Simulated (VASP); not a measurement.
Crystal: Ta2H.

```
Ta H
1.0
     1.72050   -2.37147    0.00000
     1.72050    2.37147    0.00000
     0.00000    0.00000    4.75857
Ta H
2 1
Direct
  0.00000 0.50000 0.26457
  0.50000 0.00000 0.73543
  0.00000 0.00000 0.00000
```

The cell comes from a database or a generator and needn't be the stable form of this composition.

- Program: VASP 6.6.1
- Task: relaxation of cell and atoms
- Functional: PBEsol
- Potentials or basis: VASP PAW PBE potentials, release 64 (Ta_pv, H)
- Cutoff: 600 eV
- k mesh: 16 × 16 × 10
- Occupations: gaussian, width 0.1 eV
- Spin: no spin polarisation

At the start: pressure -4.1 GPa; volume 12.94 Å³/atom.

Where does the relaxation end?

Over 7 steps the energy falls by 4.6 meV/atom and the volume is 12.68 Å³/atom (-2.0 %); space group C222 (No. 21, to 0.05 Å).

The path:
```csv
step,energy change (eV),largest force (eV/Å),pressure (GPa),volume (Å³)
1,0.0000,0.0317,-4.06,38.83
2,0.0082,0.0755,6.49,37.02
3,-0.0110,0.0122,0.25,38.04
4,-0.0132,0.0116,0.11,38.03
5,-0.0137,0.0111,0.01,38.03
6,-0.0137,0.0111,0.02,38.03
7,-0.0137,0.0014,-0.02,38.04
```

Final structure:
```
Ta H
1.0
     1.68834   -2.36578    0.00000
     1.68834    2.36578    0.00000
     0.00000    0.00000    4.76175
Ta H
2 1
Direct
  0.00000 0.50000 0.26443
  0.50000 0.00000 0.73557
  0.00000 0.00000 0.00000
```

Caveat: the PAW data sets were made with another functional, which shifts forces and pressure a little.
